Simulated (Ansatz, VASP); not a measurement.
# GaP: VASP beside Ansatz, part 2 of 2

One calculation is typed for both programs; each brings its own data sets and cutoff. How far apart do they land? The cell is taken from a series of VASP runs on this material, whose earlier steps may have relaxed, scaled or displaced it; both programs get it as it stands.

VASP 6.6.1 and Ansatz 0.2.0.

So far. Step 2 (VASP: band structure, LDA, spin-orbit coupling): The run ends at a pressure of -2.90 GPa.

**4. Side by side**

Known differences besides the potentials themselves: spin-orbit coupling enters by fully relativistic files in Ansatz and inside the spheres in VASP; the two LDA forms differ slightly; the cutoff is 420 eV in Ansatz and 350 eV in VASP; VASP's log shows a relativistic correction to its local exchange, Ansatz's none. Total energies have different zeros and are not compared.

Both answers:

```tsv
quantity	Ansatz	VASP	difference
pressure (GPa)	-2.76	-2.90	+0.13
gap over the path points (eV)	1.415	1.417	-0.002
```

Levels at points of the path, from each program's valence-band top (eV; 6 filled, then empty):

```tsv
k (reciprocal lattice)	Ansatz	VASP
0.000 0.000 0.000	-0.09 -0.09 0.00 0.00 0.00 0.00 1.58 1.58 3.64 3.64 3.81 3.81	-0.09 -0.09 0.00 0.00 0.00 0.00 1.61 1.61 3.65 3.65 3.82 3.82
0.167 0.000 0.167	-2.35 -2.35 -1.06 -1.06 -1.03 -1.03 2.62 2.62 3.60 3.60 5.25 5.25	-2.34 -2.34 -1.06 -1.06 -1.03 -1.03 2.63 2.63 3.62 3.62 5.26 5.26
0.333 0.000 0.333	-5.13 -5.13 -2.29 -2.29 -2.27 -2.27 1.58 1.58 2.74 2.74 8.01 8.01	-5.12 -5.12 -2.29 -2.29 -2.27 -2.27 1.58 1.58 2.75 2.75 8.03 8.03
0.444 0.000 0.444	-6.60 -6.60 -2.70 -2.70 -2.67 -2.67 1.42 1.42 1.84 1.84 9.88 9.88	-6.59 -6.59 -2.70 -2.70 -2.67 -2.67 1.42 1.42 1.84 1.84 9.91 9.91
0.500 0.000 0.500	-6.88 -6.88 -2.75 -2.75 -2.73 -2.73 1.47 1.47 1.65 1.65 10.35 10.35	-6.87 -6.87 -2.75 -2.75 -2.73 -2.73 1.47 1.47 1.65 1.65 10.37 10.37
0.500 0.083 0.583	-6.83 -6.83 -3.01 -3.00 -2.97 -2.95 2.00 2.02 2.19 2.20 9.20 9.23	-6.83 -6.82 -3.01 -3.00 -2.97 -2.95 2.00 2.02 2.20 2.20 9.23 9.26
0.500 0.194 0.694	-6.71 -6.70 -3.57 -3.55 -3.45 -3.40 3.82 3.84 4.00 4.01 6.71 6.78	-6.70 -6.68 -3.57 -3.55 -3.45 -3.40 3.82 3.85 4.01 4.03 6.72 6.79
0.500 0.250 0.750	-6.68 -6.67 -3.66 -3.64 -3.53 -3.48 4.56 4.56 4.72 4.75 5.86 5.97	-6.67 -6.66 -3.66 -3.64 -3.53 -3.48 4.56 4.57 4.73 4.76 5.87 5.98
0.458 0.292 0.750	-6.67 -6.66 -3.84 -3.81 -3.16 -3.13 3.61 3.62 4.74 4.75 6.34 6.39	-6.66 -6.65 -3.84 -3.82 -3.16 -3.13 3.62 3.63 4.75 4.76 6.35 6.40
0.403 0.347 0.750	-6.67 -6.66 -4.01 -3.99 -2.45 -2.44 2.23 2.24 4.66 4.67 7.60 7.62	-6.66 -6.65 -4.01 -3.99 -2.45 -2.44 2.23 2.25 4.67 4.68 7.62 7.64
```

Among the levels compared at these points, filled levels agree within 11 meV and empty ones within 32 meV. Ansatz's pressure holds a Pulay correction of 0.04 GPa; VASP's holds none.

**5. Other set-ups**

Further runs change the set-up of one program: Ansatz's method, potentials or start, or VASP's data sets, cutoff or form of LDA. The table gives Ansatz less VASP for each quantity, since a change that brings one quantity closer may part another.

```tsv
run	pressure (GPa)	gap over the path points (eV)
as above	0.13	-0.0015
Ansatz's all-electron LAPW method	0.15	-8.0e-4
```

**6. VASP: band structure, r2SCAN, spin-orbit coupling**

The same path points are solved in both programs, so levels can be compared one by one.

INCAR

```
SYSTEM = GaP
PREC = Accurate
ENCUT = 350
EDIFF = 1E-06
NELM = 100
ISMEAR = 0
SIGMA = 0.03
LREAL = .FALSE.
ALGO = Normal
METAGGA = R2SCAN
LASPH = .TRUE.
LNONCOLLINEAR = .TRUE.
MAGMOM = 0 0 0 0 0 0
NBANDS = 30
GGA_COMPAT = .FALSE.
LSORBIT = .TRUE.
LORBIT = 11
LWAVE = .FALSE.
LCHARG = .FALSE.
KPAR = 4
```

POSCAR

```
GaP
1.0
    0.0000000000      2.7252500000      2.7252500000
    2.7252500000      0.0000000000      2.7252500000
    2.7252500000      2.7252500000      0.0000000000
Ga P
1 1
Direct
    0.0000000000      0.0000000000      0.0000000000
    0.7500000000      0.7500000000      0.7500000000
```

KPOINTS

```
Automatic mesh
0
Gamma
8 8 8
0 0 0
```

KPOINTS_OPT

```
Line mode
10
Line-mode
Reciprocal
  0.00000000   0.00000000   0.00000000 GAMMA
  0.50000000   0.00000000   0.50000000 X

  0.50000000   0.00000000   0.50000000 X
  0.50000000   0.25000000   0.75000000 W

  0.50000000   0.25000000   0.75000000 W
  0.37500000   0.37500000   0.75000000 K

  0.37500000   0.37500000   0.75000000 K
  0.00000000   0.00000000   0.00000000 GAMMA

  0.00000000   0.00000000   0.00000000 GAMMA
  0.50000000   0.50000000   0.50000000 L

  0.50000000   0.50000000   0.50000000 L
  0.62500000   0.25000000   0.62500000 U

  0.62500000   0.25000000   0.62500000 U
  0.50000000   0.25000000   0.75000000 W

  0.50000000   0.25000000   0.75000000 W
  0.50000000   0.50000000   0.50000000 L

  0.50000000   0.50000000   0.50000000 L
  0.37500000   0.37500000   0.75000000 K

  0.62500000   0.25000000   0.62500000 U
  0.50000000   0.00000000   0.50000000 X
```

Potentials, in the order of the species: Ga_d and P (PBE family, release 64).

Command:

```
$ mpirun -np 4 vasp_ncl
```

Numbers of over 12 decimals in the logs are rounded to 6 here.

The program printed:

```text
[banner, memory and clock lines left out]
running    4 mpi-ranks, on    1 nodes
[...]
|                                                                             |
|               ----> ADVICE to this user running VASP <----                  |
|                                                                             |
|     You enforced a specific xc type in the INCAR file but a different       |
|     [... a line on the potential file left out ...]
|     I HOPE YOU KNOW WHAT YOU ARE DOING!                                     |
|                                                                             |

 LDA part: xc-table for (None), standard interpolation
 POSCAR, INCAR and KPOINTS ok, starting setup
[...]
entering main loop
       N       E                     dE             d eps       ncg     rms          rms(c)
DAV:   1     0.983936502074E+02    0.98394E+02   -0.69461E+03  2808   0.145E+03
DAV:   2    -0.931327921980E+01   -0.10771E+03   -0.10194E+03  2718   0.374E+02
[...]
DAV:  13    -0.214667935545E+02   -0.94997E-06   -0.14086E-06  2968   0.189E-02
   1 F= -.21466794E+02 E0= -.21466794E+02  d E =-.267825E-15  mag=     0.0000     0.0000    -0.0000
 Start KPOINTS_OPT (optional k-point list driver)
k-point batch [1-43\100]
       N       E                     dE             ncg
DAV:   1     0.636795801471E+03   -0.15309E+05     2872
DAV:   2    -0.409486778941E+04   -0.47317E+04     2698
DAV:   3    -0.470940440538E+04   -0.61454E+03     3156
DAV:   4    -0.472809163815E+04   -0.18687E+02     3052
DAV:   5    -0.472849897864E+04   -0.40734E+00     3142
DAV:   6    -0.472852065178E+04   -0.21673E-01     3842
DAV:   7    -0.472852085704E+04   -0.20526E-03     3250
DAV:   8    -0.472852085942E+04   -0.23778E-05     2550
DAV:   9    -0.472852085975E+04   -0.32594E-06     2050
[...]
k-point batch [87-100\100]
       N       E                     dE             ncg
DAV:   1     0.146685959226E+05   -0.72723E+04      930
DAV:   2     0.131958061067E+05   -0.14728E+04      922
DAV:   3     0.130197506946E+05   -0.17606E+03     1034
DAV:   4     0.130149719020E+05   -0.47788E+01      992
DAV:   5     0.130148659727E+05   -0.10593E+00     1044
DAV:   6     0.130148604086E+05   -0.55641E-02     1218
DAV:   7     0.130148603657E+05   -0.42910E-04     1094
DAV:   8     0.130148603653E+05   -0.40933E-06      830
```

From OUTCAR (step 6):

```text
  Total       -0.0109949     -0.0109949     -0.0109949      0.0000000      0.0000000     -0.0000000
  in kB       -0.4351650     -0.4351650     -0.4351650      0.0000000      0.0000000     -0.0000000
  external PRESSURE =      -0.4351650 kB  Pullay stress =       0.0000000 kB

 POSITION                                       TOTAL-FORCE (eV/Angst)
 -----------------------------------------------------------------------------------
      0.00000      0.00000      0.00000         0.000000      0.000000      0.000000
      4.08788      4.08788      4.08788        -0.000000     -0.000000     -0.000000
 -----------------------------------------------------------------------------------
    total drift:                                0.000007      0.000007      0.000007

  FREE ENERGIE OF THE ION-ELECTRON SYSTEM (eV)
  ---------------------------------------------------
  free  energy   TOTEN  =       -21.4667935545 eV

  energy  without entropy=      -21.4667935545  energy(sigma->0) =      -21.46679355

 magnetization (x)
# of ion       s       p       d       tot
------------------------------------------
    1        0.000   0.000   0.000   0.000
    2       -0.000  -0.000   0.000  -0.000
--------------------------------------------------
tot         -0.000  -0.000   0.000  -0.000

 magnetization (y)
# of ion       s       p       d       tot
------------------------------------------
    1        0.000   0.000   0.000   0.000
    2       -0.000  -0.000   0.000  -0.000
--------------------------------------------------
tot         -0.000   0.000   0.000  -0.000

 magnetization (z)
# of ion       s       p       d       tot
------------------------------------------
    1        0.000   0.000  -0.000   0.000
    2       -0.000   0.000   0.000   0.000
--------------------------------------------------
tot         -0.000   0.000  -0.000   0.000

[... 2 parts as in an earlier step ...]

[... 1 further part left out ...]
[key lines of the parts left out:]
E-fermi :   4.6414
```

The run ends at a pressure of -0.04 GPa.

**7. Ansatz: band structure, r2SCAN, spin-orbit coupling**

The same cell, functional, mesh and smearing now go to Ansatz, which takes its cutoff from its data sets.

The cell is taken from a series of VASP runs on this material, whose earlier steps may have relaxed, scaled or displaced it; both programs get it as it stands.

input.yaml

```yaml
crystal:
  lattice:
    - [0.0, 2.72525, 2.72525]
    - [2.72525, 0.0, 2.72525]
    - [2.72525, 2.72525, 0.0]
  atoms:
    - { symbol: Ga, position: [0.0, 0.0, 0.0] }
    - { symbol: P, position: [0.75, 0.75, 0.75] }
hamiltonian:
  xc: r2scan
  pseudopotentials: { kind: paw_fr }
magnetization:
  noncollinear: true
  spin_orbit: true
kpoints:
  mp_grid: { grid: [8, 8, 8] }
  band_path:
    path:
      - [0.0, 0.0, 0.0]
      - [0.16667, 0.0, 0.16667]
      - [0.33333, 0.0, 0.33333]
      - [0.44444, 0.0, 0.44444]
      - [0.5, 0.0, 0.5]
      - [0.5, 0.08333, 0.58333]
      - [0.5, 0.19444, 0.69444]
      - [0.5, 0.25, 0.75]
      - [0.45833, 0.29167, 0.75]
      - [0.40278, 0.34722, 0.75]
      - [0.375, 0.375, 0.75]
      - [0.20833, 0.20833, 0.41667]
      - [0.08333, 0.08333, 0.16667]
      - [0.0, 0.0, 0.0]
      - [0.22222, 0.22222, 0.22222]
      - [0.38889, 0.38889, 0.38889]
      - [0.51389, 0.47222, 0.51389]
      - [0.55556, 0.38889, 0.55556]
      - [0.61111, 0.27778, 0.61111]
      - [0.61111, 0.25, 0.63889]
      - [0.56944, 0.25, 0.68056]
      - [0.51389, 0.25, 0.73611]
      - [0.5, 0.27778, 0.72222]
      - [0.5, 0.38889, 0.61111]
      - [0.5, 0.47222, 0.52778]
      - [0.48611, 0.48611, 0.52778]
      - [0.43056, 0.43056, 0.63889]
      - [0.38889, 0.38889, 0.72222]
      - [0.59722, 0.19444, 0.59722]
      - [0.55556, 0.11111, 0.55556]
      - [0.5, 0.0, 0.5]
    npoints: 1
scf:
  occupations: { method: gaussian, width: 0.03 }
  n_extra_bands: 14
output:
  forces: true
  stress: true
  eigenvalues: true
```

Command:

```
$ ansatz run input.yaml --threads 2 --pin off --max-ram 4608MiB --backend cpu --events-out ev --progress --plain --runs-dir out
```

The program printed:

```text
[...]
Crystal: 2 atoms, lattice volume = 40.481 Å³
Basis set: ecut = 500 eV, 965 PW (Γ), exchange–correlation on 120×120×120 points (64 copies of the dense FFT grid, shifted against one another)
Bands: 32, of which v1, the nominal top of the filled ones, is band 18 counted from 1 (17 counted from 0)
[...]
k-point 1: bands = [... 14 lower, 6.6317, 6.6317, 6.6871, 6.6908, 9.7926, 9.7926, 11.3783, 11.3783, ... 10 higher]
  k-point 2: bands = [... 14 lower, 6.1757, 6.1757, 6.2362, 6.2407, 9.4446, 9.4446, 11.9219, 11.9219, ... 10 higher]
  k-point 28: bands = [... 14 lower, 3.1772, 3.1945, 3.3328, 3.3814, 11.9307, 11.9340, 12.1822, 12.2088, ... 10 higher]
[key lines of the parts left out:]
SCF converged after 7 iterations
Magnetization: |M| = 0.0000 μB,  M = (+0.0000, +0.0000, +0.0000) μB
Free energy (F): -4547.768588 eV
Fermi energy:    7.859941 eV
P = ⅓ Tr σ = 0.0302 GPa (0.302 kbar)
```

It took 11 s on 2 threads of Intel Xeon Platinum 8488C (Sapphire Rapids), shared host; peak memory 0.62 GiB; 21 s of CPU time.

Between step 4 and this run (r2SCAN, spin-orbit coupling and cutoff 500 eV) the value for the gap on path moves from 1.42 eV to 1.82 eV. In the generalised Kohn-Sham scheme the meta-GGA's τ-dependent potential widens gaps.

**8. Differences**

What differs besides the data sets and the points named for the pairs above, as far as they apply: VASP keeps PBE cores, Ansatz makes them for the functional; the cutoff is 500 eV in Ansatz and 350 eV in VASP. Total energies have different zeros and are not compared.

The two programs side by side:

```tsv
quantity	Ansatz	VASP	difference
pressure (GPa)	0.03	-0.04	+0.07
gap over the path points (eV)	1.824	1.831	-0.007
```

Levels at points of the path, from each program's valence-band top (eV; 6 filled, then empty):

```tsv
k (reciprocal lattice)	Ansatz	VASP
0.000 0.000 0.000	-0.08 -0.08 0.00 0.00 0.00 0.00 2.34 2.34 4.04 4.04 4.20 4.20	-0.08 -0.08 0.00 0.00 0.00 0.00 2.32 2.32 4.05 4.05 4.22 4.22
0.167 0.000 0.167	-2.27 -2.27 -1.08 -1.08 -1.05 -1.05 3.03 3.03 4.25 4.25 5.71 5.71	-2.28 -2.28 -1.08 -1.08 -1.05 -1.05 3.04 3.04 4.24 4.24 5.73 5.73
0.333 0.000 0.333	-5.18 -5.18 -2.36 -2.36 -2.34 -2.34 1.99 1.99 3.21 3.21 8.67 8.67	-5.18 -5.18 -2.36 -2.36 -2.33 -2.33 2.00 2.00 3.22 3.22 8.69 8.69
0.444 0.000 0.444	-6.71 -6.71 -2.79 -2.79 -2.77 -2.77 1.82 1.82 2.27 2.27 10.70 10.70	-6.71 -6.71 -2.78 -2.78 -2.76 -2.76 1.83 1.83 2.28 2.28 10.74 10.74
0.500 0.000 0.500	-6.98 -6.98 -2.84 -2.84 -2.82 -2.82 1.88 1.88 2.06 2.06 11.24 11.24	-6.98 -6.98 -2.84 -2.84 -2.81 -2.81 1.89 1.89 2.08 2.08 11.27 11.27
0.500 0.083 0.583	-6.94 -6.93 -3.10 -3.08 -3.05 -3.03 2.42 2.44 2.61 2.62 10.00 10.02	-6.94 -6.93 -3.09 -3.08 -3.05 -3.02 2.42 2.44 2.62 2.63 10.03 10.05
0.500 0.194 0.694	-6.80 -6.79 -3.65 -3.64 -3.52 -3.47 4.27 4.29 4.49 4.50 7.34 7.38	-6.80 -6.79 -3.65 -3.63 -3.51 -3.47 4.28 4.30 4.50 4.51 7.36 7.41
0.500 0.250 0.750	-6.77 -6.76 -3.75 -3.73 -3.59 -3.54 5.00 5.01 5.26 5.28 6.47 6.51	-6.77 -6.76 -3.74 -3.72 -3.59 -3.54 5.01 5.02 5.27 5.29 6.48 6.54
0.458 0.292 0.750	-6.76 -6.75 -3.92 -3.90 -3.23 -3.20 4.07 4.08 5.24 5.25 6.94 6.98	-6.76 -6.75 -3.91 -3.89 -3.22 -3.20 4.08 4.09 5.25 5.26 6.95 7.00
0.403 0.347 0.750	-6.77 -6.76 -4.10 -4.07 -2.52 -2.51 2.66 2.67 5.17 5.17 8.24 8.26	-6.77 -6.76 -4.09 -4.07 -2.52 -2.51 2.67 2.68 5.18 5.18 8.26 8.28
```

Among the levels compared at these points, filled levels agree within 8 meV and empty ones within 38 meV. Ansatz's pressure holds a Pulay correction of 0.04 GPa; VASP's holds none.

**9. Outcome**

| Item | Value |
| --- | --- |
| difference in gap over the path points (band structure, LDA, spin-orbit coupling) | -0.0015 eV |
| difference in gap over the path points (band structure, r2SCAN, spin-orbit coupling) | -0.0072 eV |

**Reading.** The difference in gap over the path points is -0.0072 eV (band structure, r2SCAN, spin-orbit coupling), within the 0.08 eV picked in this series as the mark of a large difference. Band structure, LDA, spin-orbit coupling, Ansatz's all-electron LAPW method: the difference in gap over the path points goes from -0.0015 to -8.0e-4 eV. 4 further runs of this series are not shown here. Such differences can come from data sets, numerical settings and the points named under the comparisons, not from the functional's error against experiment.

[Lines on the potential files, build, host, timing and source positions are cut from VASP's logs without a mark.]

[Logs are printed without paths, hosts, clocks, repeated set-up lines and the standing remarks that a program may print on its own settings, such as how far it seeks lower states.]

[Hosts, paths, dates, database ids (printed as entryN), source tags and the programs' standing remarks are cut or masked in the printed files.]
